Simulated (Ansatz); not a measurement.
## Electric field gradients in Cu

Theory: DFT PBE, scalar-relativistic, plane waves, PAW (Ansatz). Settings: 420 eV plane-wave cutoff, Γ-centred 18×18×10 mesh, Fermi-Dirac smearing of 0.15 eV. No spin polarisation.

The cell, relaxed at this level:
```
Cu
1.0
     2.56426    0.00000    0.00000
    -1.28213    2.22071    0.00000
     0.00000    0.00000    4.20697
Cu
2
Direct
  0.33333 0.66667 0.25000
  0.66667 0.33333 0.75000
```

In a metal these results depend on the k mesh and the smearing.

**Question.** Give V_zz (10²¹ V/m²) and the asymmetry η at each distinct site.

**Answer.**
```csv
atom,V_zz,η
Cu (atom 1),-0.029,0.00
```

This form isn't the element's structure at ambient conditions.

Cost: 1 run of about 0.071 core-minutes, on AMD EPYC 7R43 (Zen 3) (shared hosts).